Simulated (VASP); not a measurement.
# Al3Au (I4/mmm) in VASP: further runs, part 2 of 2

VASP 6.6.1. The steps go on from the part before.

## 4. Relaxation of cell and atoms, r2SCAN+D3(BJ)

Contents of INCAR:

```
PREC = Accurate
ENCUT = 600
EDIFF = 1E-6
ISMEAR = 1
SIGMA = 0.1
LREAL = F
LASPH = T
NELM = 60
ALGO = Normal
ISIF = 3
LWAVE = F
LCHARG = F
METAGGA = R2SCAN
LMIXTAU = T
IVDW = 12
VDW_S6 = 1.0
VDW_S8 = 0.78981345
VDW_A1 = 0.49484001
VDW_A2 = 5.73083694
IBRION = 2
NSW = 40
EDIFFG = -0.01
```

Contents of KPOINTS:

```
regular mesh
0
Gamma
  9 9 9
```

Contents of POSCAR:

```
Al3Au
1.0
   -2.0253330000      2.0253330000      4.0566000000
    2.0253330000     -2.0253330000      4.0566000000
    2.0253330000      2.0253330000     -4.0566000000
Au Al
1 3
Direct
    0.0000000000      0.0000000000      0.0000000000
    0.5000000000      0.5000000000      0.0000000000
    0.2500000000      0.7500000000      0.5000000000
    0.7500000000      0.2500000000      0.5000000000
```

Potentials or basis: VASP PAW PBE potentials, release 64 (Au, Al).

Launch:

```sh
cat potpaw_PBE.64/Au/POTCAR potpaw_PBE.64/Al/POTCAR > POTCAR
mpirun -np 1 vasp_std > vasp.out
```

OUTCAR:

```text
PREC = Accurate
   ENCUT = 600
   EDIFF = 1E-6
   ISMEAR = 1
   LREAL = F
   LASPH = T
   NELM = 60
   ISIF = 3
   METAGGA = R2SCAN
   IVDW = 12
   IBRION = 2
   NSW = 40
   EDIFFG = -0.01
 IVDW          = 12

 ion  position               nearest neighbor table
   1  0.000  0.000  0.000-   2 2.86   2 2.86   2 2.86   2 2.86   4 2.87   3 2.87   4 2.87   3 2.87
                             4 2.87   4 2.87   3 2.87   3 2.87
   2  0.500  0.500  0.000-   1 2.86   1 2.86   1 2.86   1 2.86   4 2.87   3 2.87   4 2.87   4 2.87
                             3 2.87   3 2.87   4 2.87   3 2.87
   3  0.250  0.750  0.500-   4 2.86   4 2.86   4 2.86   4 2.86   2 2.87   1 2.87   2 2.87   2 2.87
                             1 2.87   1 2.87   2 2.87   1 2.87
   4  0.750  0.250  0.500-   3 2.86   3 2.86   3 2.86   3 2.86   2 2.87   1 2.87   2 2.87   1 2.87
                             2 2.87   2 2.87   1 2.87   1 2.87

  LATTYP: Found a body centered tetragonal cell.
 ALAT       =     4.0506660000
 C/A-ratio  =     2.0029298886

  Lattice vectors:

 A1 = (  -2.0253330000,   2.0253330000,   4.0566000000)
 A2 = (   2.0253330000,  -2.0253330000,   4.0566000000)
 A3 = (   2.0253330000,   2.0253330000,  -4.0566000000)

Analysis of symmetry for initial positions (statically):
=====================================================================
 Subroutine PRICEL returns:
 Original cell was already a primitive cell.

 Routine SETGRP: Setting up the symmetry group for a
 body centered tetragonal supercell.

 Subroutine GETGRP returns: Found 16 space group operations
 (whereof 16 operations were pure point group operations)
 out of a pool of 16 trial point group operations.

The static configuration has the point symmetry D_4h.

Analysis of symmetry for dynamics (positions and initial velocities):
=====================================================================
 Subroutine PRICEL returns:
 Original cell was already a primitive cell.

 Routine SETGRP: Setting up the symmetry group for a
 body centered tetragonal supercell.

 Subroutine GETGRP returns: Found 16 space group operations
 (whereof 16 operations were pure point group operations)
 out of a pool of 16 trial point group operations.

The dynamic configuration has the point symmetry D_4h.

 Subroutine INISYM returns: Found 16 space group operations
 (whereof 16 operations are pure point group operations),
 and found     1 'primitive' translations

----------------------------------------------------------------------------------------

                                     Primitive cell

  volume of cell :      66.5603

  direct lattice vectors                    reciprocal lattice vectors
    -2.025333000  2.025333000  4.056600000     0.000000000  0.246872983  0.123255929
     2.025333000 -2.025333000  4.056600000     0.246872983  0.000000000  0.123255929
     2.025333000  2.025333000 -4.056600000     0.246872983  0.246872983  0.000000000

  length of vectors
     4.965878682  4.965878682  4.965878682     0.275931683  0.275931683  0.349131121

  position of ions in fractional coordinates (direct lattice)
     0.000000000  0.000000000  0.000000000
     0.500000000  0.500000000  0.000000000
     0.250000000  0.750000000  0.500000000
     0.750000000  0.250000000  0.500000000

  ion indices of the primitive-cell ions
   primitive index   ion index
                 1           1
                 2           2
                 3           3
                 4           4

----------------------------------------------------------------------------------------

 KPOINTS: regular mesh

Automatic generation of k-mesh.
[... 25 lines left out ...]
  0.222222 -0.000000  0.000000      8.000000
  0.333333 -0.000000  0.000000      8.000000
  0.444444 -0.000000  0.000000      8.000000
  0.111111  0.111111  0.000000      8.000000
[... 16 lines left out ...]
 -0.333333  0.333333  0.000000      4.000000
  0.444444  0.444444  0.000000      8.000000
 [... further k-points ...]
   k-points           NKPTS =     75   k-points in BZ     NKDIM =     75   number of bands    NBANDS=     14
   number of dos      NEDOS =    301   number of ions     NIONS =      4
   total plane-waves  NPLWV =  64000
   dimension x,y,z NGX =    40 NGY =   40 NGZ =   40
   dimension x,y,z NGXF=    80 NGYF=   80 NGZF=   80
   ions per type =               1   3
   NGX,Y,Z   is equivalent  to a cutoff of  13.39, 13.39, 13.39 a.u.
   NGXF,Y,Z  is equivalent  to a cutoff of  26.78, 26.78, 26.78 a.u.
 SYSTEM =  unknown system
   PREC   = accura    normal or accurate (medium, high low for compatibility)
   ISTART =      0    job   : 0-new  1-cont  2-samecut
   ICHARG =      2    charge: 1-file 2-atom 10-const
   ISPIN  =      1    spin polarized calculation?
   LNONCOLLINEAR =      F non collinear calculations
   LSORBIT =      F    spin-orbit coupling
   LASPH  =      T    aspherical Exc in radial PAW
   ENCUT  =  600.0 eV  44.10 Ry    6.64 a.u.   9.92  9.92  9.92*2*pi/ulx,y,z
   NELM   =     60;   NELMIN=  2; NELMDL= -5     # of ELM steps
   EDIFF  = 0.1E-05   stopping-criterion for ELM
   LREAL  =      F    real-space projection
   EDIFFG = -.1E-01   stopping-criterion for IOM
   NSW    =     40    number of steps for IOM
   IBRION =      2    ionic relax: 0-MD 1-quasi-New 2-CG
   NFREE  =      1    steps in history (QN), initial steepest desc. (CG)
   ISIF   =      3    stress and relaxation
   ISYM   =      2    0-nonsym 1-usesym 2-fastsym
   POTIM  = 0.5000    time-step for ionic-motion
   TEBEG  =    0.0;   TEEND  =   0.0 temperature during run
   PSTRESS=    0.0 pullay stress
   NELECT =      20.0000    total number of electrons
   NUPDOWN=      -1.0000    fix difference up-down
   EMIN   =  10.00;   EMAX   =-10.00  energy-range for DOS
   EFERMI =   0.00;   METHOD = LEGACY
   ISMEAR =     1;   SIGMA  =   0.10  broadening in eV -4-tet -1-fermi 0-gaus
   EFERMI_NEDOS =   21; number of points for ismear=-14 and -15
   IALGO  =     38    algorithm
   IMIX   =      4    mixing-type and parameters
     AMIX     =   0.40;   BMIX     =  1.00
     AMIX_MAG =   1.60;   BMIX_MAG =  1.00
  volume/ion in A,a.u.               =      16.64       112.29
  Fermi-wavevector in a.u.,A,eV,Ry     =   1.096511  2.072106 16.358791  1.202337
  Thomas-Fermi vector in A             =   2.232855
   LORBIT       =      0    0 simple, 1 ext, 2 COOP (PROOUT), +10 PAW based schemes
   METAGGA = R2SCAN    functional components
   LHFCALC =     F    Hartree Fock is set to
   AEXX    =    0.0000 exact exchange contribution
   IVDW    =    12    specifies the selected vdW correction
   LEPSILON=     F    determine dielectric tensor
   LRPA    =     F    only Hartree local field effects (RPA)
 conjugate gradient relaxation of ions
 non-spin polarized calculation
 Methfessel and Paxton  Order N= 1 SIGMA  =   0.10
  energy-cutoff  :      600.00
  volume of cell :       66.56
 maximum number of plane-waves:      2244
   NGX = 19   NGY = 19   NGZ = 19

--------------------------------------- Ionic step        1  -------------------------------------------

 number of electron      19.9999999 magnetization

 Free energy of the ion-electron system (eV)
  ---------------------------------------------------
  ext. energy  EPLUGINS =         0.00000000
  ---------------------------------------------------
  free energy    TOTEN  =       -71.19396069 eV

  energy without entropy =      -71.19315380  energy(sigma->0) =      -71.19369172

------------------------ aborting loop because EDIFF is reached ----------------------------------------

 Edisp (eV)   -0.77053

 E8    (eV) :    -0.2738
[... 75 lines left out ...]
--------------------------------------- Ionic step        3  -------------------------------------------

 number of electron      20.0000001 magnetization

 Free energy of the ion-electron system (eV)
  ---------------------------------------------------
  ext. energy  EPLUGINS =         0.00000000
  ---------------------------------------------------
  free energy    TOTEN  =       -71.20798711 eV

  energy without entropy =      -71.20791711  energy(sigma->0) =      -71.20796378

 E-fermi :   9.4039     XC(G=0): -11.9017

 val. band max:        9.3959148498   @ k =  -0.3333   0.3333   0.0000
 cond. band min:       9.4231617341   @ k =   0.1111   0.1111   0.0000
 fundamental gap:      0.0272468843
 Fermi energy:         9.4038790142

 k-point     1 :       0.0000    0.0000    0.0000
  band No.  band energies     occupation
      1      -2.9117      2.00000
      2       2.6762      2.00000
      3       2.7850      2.00000
      4       2.9675      2.00000
      5       2.9675      2.00000
      6       3.5406      2.00000
      7       6.4094      2.00000
      8       9.2816      2.07091
      9       9.2816      2.07091
     10       9.9690     -0.00000
     11      10.1106     -0.00000
     12      10.2833     -0.00000
     13      10.2833     -0.00000
     14      10.7407     -0.00000
[... 377 lines left out ...]
      1       0.9643      2.00000
      2       1.6582      2.00000
      3       2.3710      2.00000
      4       2.9256      2.00000
      5       3.1485      2.00000
      6       3.8818      2.00000
      7       4.0829      2.00000
      8       4.4940      2.00000
      9       5.0731      2.00000
     10       7.5337      2.00000
     11       8.2642      2.00000
     12      11.3677     -0.00000
     13      12.1378      0.00000
     14      13.8963      0.00000

 [... further k-points ...]

------------------------ aborting loop because EDIFF is reached ----------------------------------------

 Edisp (eV)   -0.81050

 E8    (eV) :    -0.2880
[... 27 lines left out ...]
  FREE ENERGIE OF THE ION-ELECTRON SYSTEM (eV)
  ---------------------------------------------------
  free  energy   TOTEN  =       -72.0184861415 eV

  energy  without entropy=      -72.0184161400  energy(sigma->0) =      -72.01846281

 reached required accuracy - stopping structural energy minimisation
```

OSZICAR:

```text
N       E                     dE             d eps       ncg     rms          rms(c)
DAV:   1     0.127731050594E+02    0.12773E+02   -0.96405E+03  2100   0.143E+03
DAV:   2    -0.740080624012E+02   -0.86781E+02   -0.82364E+02  2476   0.214E+02
DAV:   3    -0.766827140983E+02   -0.26747E+01   -0.26146E+01  2740   0.354E+01
[... 36 lines left out ...]
DAV:   7    -0.712079573064E+02   -0.71726E-03   -0.28926E-04  2232   0.165E-01    0.152E-02
DAV:   8    -0.712079822329E+02   -0.24927E-04   -0.20275E-05  2616   0.379E-02    0.854E-03
DAV:   9    -0.712079841413E+02   -0.19084E-05   -0.39288E-06  2166   0.250E-02    0.540E-03
DAV:  10    -0.712079862223E+02   -0.20810E-05   -0.56159E-07  1092   0.982E-03    0.507E-03
DAV:  11    -0.712079871092E+02   -0.88693E-06   -0.30378E-07  1080   0.657E-03
   3 F= -.72018486E+02 E0= -.72018463E+02  d E =-.539956E-01
```

Wall time 9.6 min (1 thread of Intel Xeon Platinum 8488C (Sapphire Rapids), shared host); peak memory 0.34 GiB.

What came out:

- Free energy: -72.0185 eV
- Relaxed volume: 15.83 Å³/atom
- Relaxed cell: a = 4.882 Å, b = 4.882 Å, c = 4.882 Å, α = 131.82°, β = 131.82°, γ = 70.51°
- Space group after relaxing (to 0.05 Å): I4/mmm (No. 139)
- Energy gained by relaxing: 13.5 meV/atom
- Ionic steps: 3
- Pressure after relaxing: 0.0 GPa
- Band gap on the k mesh: none (metal or under the smearing width)
- Dispersion energy per atom: -0.203 eV

The path:
| step | energy change (eV) | largest force (eV/Å) | pressure (GPa) | volume (Å³) |
| --- | --- | --- | --- | --- |
| 1 | 0.0000 | 0.0000 | -5.09 | 66.56 |
| 2 | -0.0360 | 0.0000 | 3.45 | 61.60 |
| 3 | -0.0540 | 0.0000 | 0.02 | 63.33 |

Final structure:
```yaml
crystal:
  lattice:
    - [-1.99282, 1.99282, 3.98680]
    - [1.99282, -1.99282, 3.98680]
    - [1.99282, 1.99282, -3.98680]
  atoms:
    - { symbol: Au, position: [0.00000, 0.00000, 0.00000] }
    - { symbol: Al, position: [0.50000, 0.50000, 0.00000] }
    - { symbol: Al, position: [0.25000, 0.75000, 0.50000] }
    - { symbol: Al, position: [0.75000, 0.25000, 0.50000] }
```

Levels at points of the mesh, in eV from the Fermi level:
| k point | band 7 | band 8 | band 9 | band 10 | band 11 | band 12 | band 13 | band 14 |
| --- | --- | --- | --- | --- | --- | --- | --- | --- |
| (0.00, 0.00, 0.00) | -2.99 | -0.12 | -0.12 | 0.57 | 0.71 | 0.88 | 0.88 | 1.34 |

Caveat: the PAW data sets were made with another functional, which shifts forces and pressure a little; pairwise dispersion overbinds metals, which lowers pressure and volume. Spin-orbit coupling is left out, which matters for the levels of Au.

## 5. Single point, r2SCAN

Contents of INCAR:

```
ALGO = Normal
EDIFF = 1E-6
ENCUT = 520
ISIF = 2
ISMEAR = -1
LASPH = True
LCHARG = False
LMIXTAU = True
LREAL = False
LWAVE = False
METAGGA = R2SCAN
NBANDS = 18
NELM = 80
PREC = Accurate
SIGMA = 0.05
```

Contents of KPOINTS:

```
k-points
0
Gamma
  9 9 9
```

POSCAR is that of step 4.

Launch:

```sh
cat potpaw_PBE.64/Au/POTCAR potpaw_PBE.64/Al/POTCAR > POTCAR
mpirun -np 1 vasp_std > vasp.out
```

Wall time 4.5 min (1 thread of Intel Xeon Platinum 8488C (Sapphire Rapids), shared host); peak memory 0.31 GiB.

It converged, with:

- Free energy: -71.1999 eV
- Pressure: -3.2 GPa
- Band gap on the k mesh: none (metal or under the smearing width)

Stress tensor (GPa, compression positive):
```
-3.08  0.00  0.00
 0.00 -3.08  0.00
 0.00  0.00 -3.36
```

Levels at points of the mesh, in eV from the Fermi level:
```
           k point  band 6  band 7  band 8  band 9  band 10  band 11  band 12  band 13  band 14  band 15
(0.00, 0.00, 0.00)   -5.60   -2.85   -0.04   -0.04     0.46     0.83     0.83     0.84     1.11     2.60
```

Caveat: the PAW data sets were made with another functional, which shifts forces and pressure a little.

## 6. For comparison

An earlier run on the cell as given: functional PBE; potentials or basis VASP PAW PBE potentials, release 64 (Au, Al); cutoff 520 eV; k mesh 9 × 9 × 9; occupations fermi-dirac, width 0.05 eV; no spin polarisation.

* Pressure: 0.3 GPa
* Band gap on the k mesh: none (metal or under the smearing width)

## 7. The runs side by side

| task | level | cell | cutoff (eV) | smearing | gap on the mesh (eV) | pressure (GPa) | relaxed volume (Å³/atom) |
| --- | --- | --- | --- | --- | --- | --- | --- |
| relaxation of cell and atoms | r2SCAN | relaxed | 600 | methfessel-paxton 0.1 eV | none | 0.0 | 16.13 |
| relaxation of cell and atoms | revTPSS | relaxed | 600 | methfessel-paxton 0.1 eV | none | 0.0 | 16.18 |
| relaxation of cell and atoms | r2SCAN+D3(BJ) | relaxed | 600 | methfessel-paxton 0.1 eV | none | 0.0 | 15.83 |
| single point | r2SCAN | as given | 520 | fermi-dirac 0.05 eV | none | -3.2 | - |
| single point | PBE | as given | 520 | fermi-dirac 0.05 eV | none | 0.3 | - |

Alike in all rows: potentials or basis VASP PAW PBE potentials, release 64 (Au, Al); no spin polarisation; k mesh 9 × 9 × 9.

Caveats: the PAW data sets were made with another functional, which shifts forces and pressure a little (some runs); pairwise dispersion overbinds metals, which lowers pressure and volume (some runs).

Total energies depend on the potentials used, so only differences within one code and one set of settings carry meaning.
